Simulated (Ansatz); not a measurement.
SiC in the wurtzite structure, relaxed with r2SCAN in the PAW code Ansatz. The symmetry is P6_3mc (No. 186, hexagonal); conventional cell a = 3.075 Å, c = 5.048 Å, 10.34 Å³ an atom. Si is surrounded by 4 C at 1.88–1.90 Å; C is surrounded by 4 Si at 1.88–1.90 Å.

The axes x, y and z are those of this cell:
```xyz
4
Lattice="3.0754 0.0000 0.0000 -1.5377 2.6633 0.0000 0.0000 0.0000 5.0481" Properties=species:S:1:pos:R:3 pbc="T T T"
Si    0.0000    1.7756   -0.0021
Si    1.5377    0.8878    2.5220
C     0.0000    1.7756    1.8951
C     1.5377    0.8878    4.4192
```

Unstrained: With PBE the valence top lies at Γ and the conduction bottom at K, 2.277 eV higher; the smallest vertical gap, at M, is 3.978 eV. r2SCAN gives an indirect gap of 2.653 eV, from Γ to K; the least direct gap is 4.476 eV at M. The HSE06 gap is indirect, 3.160 eV (Γ to K), below the direct gap of 5.060 eV at M. Meshes: PBE 12×12×6, r2SCAN 12×12×6, HSE06 6×6×4. Strains are changes of length per length. After each strain the atoms were relaxed again with r2SCAN within the symmetry that the strain leaves, so tilts or polar shifts that break it weren't tested; points keep the names that they have in the unstrained zone. No spin polarisation and no zero-point or thermal motion.

(1) Apply epitaxial +4.0 % in the xy plane, free normal strain -0.61 %. How far does the gap move, against the unstrained cell?

(2) For epitaxial +2.5 % in the xy plane, how far does the free direction move, and what happens to the gap?

(3) Apply isotropic -2.0 % on every length. How far does the gap move, against the unstrained cell?

(4) Apply uniaxial +1.5 % along x, other directions held. How far does the gap move, against the unstrained cell?

(5) Order the strained cells by their HSE06 gap, smallest first.
A. uniaxial +1.5 % along x, other directions held
B. isotropic -2.0 % on every length
C. epitaxial +2.5 % in the xy plane
D. epitaxial +4.0 % in the xy plane

## Answers

(1) PBE: the gap goes from 2.277 to 2.207 eV (-0.070 eV); the edges move from Γ → K to Γ → M; with r2SCAN the top three valence levels at Γ, grouped 2+1 from the top over 112 meV, become 1+2 over 197 meV. r2SCAN: the gap goes from 2.653 to 2.594 eV (-0.059 eV); the edges move from Γ → K to Γ → M. HSE06: the gap goes from 3.160 to 3.134 eV (-0.026 eV); the edges move from Γ → K to Γ → M. The r2SCAN energy rises by 59.5 meV an atom.

(2) The normal strain at zero normal stress is -0.39 %, 0.16 of the in-plane strain with the sign turned. PBE: the gap goes from 2.277 to 2.433 eV (+0.156 eV); with r2SCAN the top three valence levels at Γ, grouped 2+1 from the top over 112 meV, become 1+2 over 111 meV. r2SCAN: the gap goes from 2.653 to 2.793 eV (+0.140 eV). HSE06: the gap goes from 3.160 to 3.318 eV (+0.158 eV).

(3) PBE: the gap goes from 2.277 to 2.162 eV (-0.115 eV); the edges go from Γ → K to Γ–A (0.01) → K; with r2SCAN the top three valence levels at Γ, grouped 2+1 from the top over 112 meV, become 2+1 over 119 meV. r2SCAN: the gap goes from 2.653 to 2.557 eV (-0.096 eV). HSE06: the gap goes from 3.160 to 3.061 eV (-0.099 eV). The r2SCAN energy rises by 28.1 meV an atom.

(4) PBE: the gap goes from 2.277 to 2.295 eV (+0.018 eV); the edges go from Γ → K to Γ → (0.328, 0.336, 0); with r2SCAN the top three valence levels at Γ, grouped 2+1 from the top over 112 meV, become 1+1+1 over 123 meV. r2SCAN: the gap goes from 2.653 to 2.665 eV (+0.012 eV); the edges go from Γ → K to Γ → (0.328, 0.336, 0). HSE06: the gap goes from 3.160 to 3.174 eV (+0.014 eV); the edges go from Γ → K to Γ → (0.328, 0.336, 0). The r2SCAN energy rises by 3.8 meV an atom.

(5) B (3.06 eV), D (3.13 eV), A (3.17 eV), C (3.32 eV).

Where an edge lies off the special points, it is a point of the mesh or the k point where a search put PBE's edge or least direct gap, reused for the other functionals, whose own edges may lie a little apart.

Coordinates of k points refer to the reciprocal vectors of the primitive cell of the runs.

The meshes of the hybrids are coarse, so their gaps aren't converged to the digits shown.

The splittings at Γ are without spin-orbit coupling, which regroups them where it is of like size or larger.
